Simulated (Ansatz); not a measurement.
One structure, 3 elements: VN, NbN, TaN

Plane-wave DFT in Ansatz with scalar-relativistic PAW potentials, cutoff 420 eV, Γ-centred meshes chosen by cell and gap, Gaussian smearing with energies taken to zero width. Every cell was relaxed (cell and atoms) in a run of its own, within the symmetry of its start. Functional: PBEsol.

All members share space group Fm-3m and the same sites; only the element on one set of sites changes (V, Nb, Ta). Members needn't be the stable form of their composition. Energies over the elements, where given, are against the elements' standard states in the same functional (H₂, N₂, O₂ and halogens uncorrected, Hg as a solid). The first member:

Space group Fm-3m (No. 225). a = 4.073 Å, b = 4.073 Å, c = 4.073 Å, α = 90.00°, β = 90.00°, γ = 90.00°
```
atom site symmetry x y z
   V    4a m-3m  0.0000  0.0000  0.0000
   N    4b m-3m  0.5000  0.0000  0.0000
```

Question: How do size, gap and binding change down the group?

Answer:
| compound | V (Å³/atom) | a (Å) | energy over elements (eV/atom) |
| --- | --- | --- | --- |
| VN | 8.45 | 4.073 | -1.166 |
| NbN | 10.51 | 4.380 | -1.161 |
| TaN | 10.47 | 4.376 | -1.043 |

Over the series the volume has no steady trend down the group (least for V); all are metallic on the mesh; binding against the elements weakens. Ta is no larger than Nb here (10.47 against 10.51 Å³/atom), as one expects from the lanthanide contraction and relativistic shrinking of 6s.

Spin-orbit coupling is left out, which matters for the bands of heavy elements.